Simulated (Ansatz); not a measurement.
# V: the cost of one run

Program: Ansatz 0.2.0. Level of theory: DFT PBE, scalar-relativistic. These are calculated values, not measurements.

## 1. The starting structure

The structure is cubic, space group Im-3m (No. 229). The conventional cell has a = 3.026 Å, b = 3.026 Å, c = 3.026 Å, α = 90.00°, β = 90.00°, γ = 90.00°. V (site symmetry m-3m) is surrounded by 8 V at 2.62 Å.

As a file:

```xyz
1
Lattice="-1.5130 1.5130 1.5130 1.5130 -1.5130 1.5130 1.5130 1.5130 -1.5130" Properties=species:S:1:pos:R:3 pbc="T T T"
V     0.0000    0.0000    0.0000
```

## 2. After the deformation

Space group Im-3m before, I4/mmm after.

## 3. All-electron LAPW

Contents of input.yaml:

```yaml
crystal:
  lattice:
    - [-1.513, 1.513, 1.55839]
    - [1.513, -1.513, 1.55839]
    - [1.513, 1.513, -1.55839]
  atoms:
    - { symbol: V, position: [0.0, 0.0, 0.0], spin: 1.5 }
magnetization:
  spin_polarized: true
kpoints:
  mp_grid: { grid: [19, 19, 19] }
  band_path:
    path:
      - [0.0, 0.0, 0.0]
      - [0.0, 0.0, 0.5]
      - [0.25, 0.25, 0.25]
      - [0.0, 0.5, 0.0]
      - [0.0, 0.0, 0.0]
      - [0.5, 0.5, -0.5]
      - [0.4856489773, 0.5143510227, -0.4856489773]
      - [-0.4856489773, 0.4856489773, 0.4856489773]
      - [0.0, 0.0, 0.0]
    npoints: 5
scf:
  occupations: { method: fermi_dirac, width: 0.03 }
hamiltonian:
  xc: pbe
  pseudopotentials: { kind: all_electron, lapw: { basis_error: 0.001 } }
output:
  forces: true
  stress: true
  eigenvalues: true
```

Launch:

```bash
ansatz run input.yaml --threads 1 --pin off --max-ram 3072MiB --backend cpu --events-out ev --progress --plain --runs-dir out
```

**Question.** How long does this run take on 1 thread of Intel Xeon Platinum 8488C (Sapphire Rapids), shared host, and how much memory does it need?

About 58 s, with a peak of 0.77 GiB.
